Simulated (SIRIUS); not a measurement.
Pd: single point with PBE

The system is Pd.

```
Pd
1.0
     0.00000    1.94650    1.94650
     1.94650    0.00000    1.94650
     1.94650    1.94650    0.00000
Pd
1
Direct
  0.00000 0.00000 0.00000
```

```
Program                                     : SIRIUS 7.10.0
Task                                        : single point
Functional                                  : PBE
Potentials or basis                         : in-house norm-conserving set, PBE (scalar relativistic)
Cutoff                                      : 1127 eV
Density cutoff                              : 4507 eV
k mesh                                      : 12 × 12 × 12
Occupations                                 : fermi-dirac, width 0.05 eV
Spin                                        : no spin polarisation
Libxc names                                 : ["XC_GGA_X_PBE", "XC_GGA_C_PBE"]
Energy tol                                  : 1e-08 Ha
Density tol                                 : 1e-06
Mixer                                       : anderson
Mixing beta                                 : 0.7
Max scf                                     : 100
Radial cutoff for the potentials' integrals : 6.5 bohr
```

| Quantity | Value |
| --- | --- |
| Pressure | 6.9 GPa |
| Band gap on the k mesh | none (metal or under the smearing width) |

Wall time 36 s on 1 thread of Arm Neoverse V1, on a shared host, peak memory 0.3 GiB.
